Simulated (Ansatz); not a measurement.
# Se (Se, rhombohedral Se6): the cost of one run

Method: DFT PBE, plane waves (420 eV) with PAW, scalar-relativistic, in Ansatz 0.2.0.

## Step 1: Starting point

Symmetry: R-3, No. 148, trigonal system. The conventional cell has a = 11.362 Å, b = 11.362 Å, c = 4.429 Å, α = 90.00°, β = 90.00°, γ = 120.00°. Around Se (site symmetry 1) lie 2 Se at 2.36 Å.

Coordinates:

```cif
data_structure
_symmetry_space_group_name_H-M 'P 1'
_symmetry_Int_Tables_number 1
_cell_length_a 6.7239
_cell_length_b 6.7239
_cell_length_c 6.7239
_cell_angle_alpha 115.321
_cell_angle_beta 115.321
_cell_angle_gamma 115.321
_cell_volume 165.05
loop_
_atom_site_label
_atom_site_type_symbol
_atom_site_fract_x
_atom_site_fract_y
_atom_site_fract_z
_atom_site_occupancy
Se1 Se 0.28066 0.16251 0.91818 1
Se2 Se 0.91818 0.28066 0.16251 1
Se3 Se 0.16251 0.91818 0.28066 1
Se4 Se 0.71934 0.83749 0.08182 1
Se5 Se 0.08182 0.71934 0.83749 1
Se6 Se 0.83749 0.08182 0.71934 1
```

## Step 2: Geometry optimisation

Contents of input.yaml:

```yaml
crystal:
  lattice:
    - [5.6809998619, 3.2799267995, 1.47633]
    - [-5.6809998619, 3.2799267995, 1.47633]
    - [0.0, -6.5598535991, 1.47633]
  atoms:
    - { symbol: Se, position: [0.28066, 0.16251, 0.91818] }
    - { symbol: Se, position: [0.91818, 0.28066, 0.16251] }
    - { symbol: Se, position: [0.16251, 0.91818, 0.28066] }
    - { symbol: Se, position: [0.71934, 0.83749, 0.08182] }
    - { symbol: Se, position: [0.08182, 0.71934, 0.83749] }
    - { symbol: Se, position: [0.83749, 0.08182, 0.71934] }
hamiltonian:
  xc: pbe
  pseudopotentials:
    kind: paw
    azcp:
      Se: "pseudopotentials/Se.paw.azcp"
basis:
  ecutwfc: 420
  fft_grid_basis: typed
kpoints:
  mp_grid: { grid: [4, 4, 4], shift: [0, 0, 0] }
magnetization:
  spin_polarized: false
scf:
  occupations: { method: fermi_dirac, width: 0.05 }
relax:
  max_steps: 60
  f_tol: 0.01
  cell: {}
```

**Question.** How long does this run take on 1 thread of an x86-64 CPU, shared host, and how much memory does it need?

About 2.3 min, with a peak of 0.67 GiB.
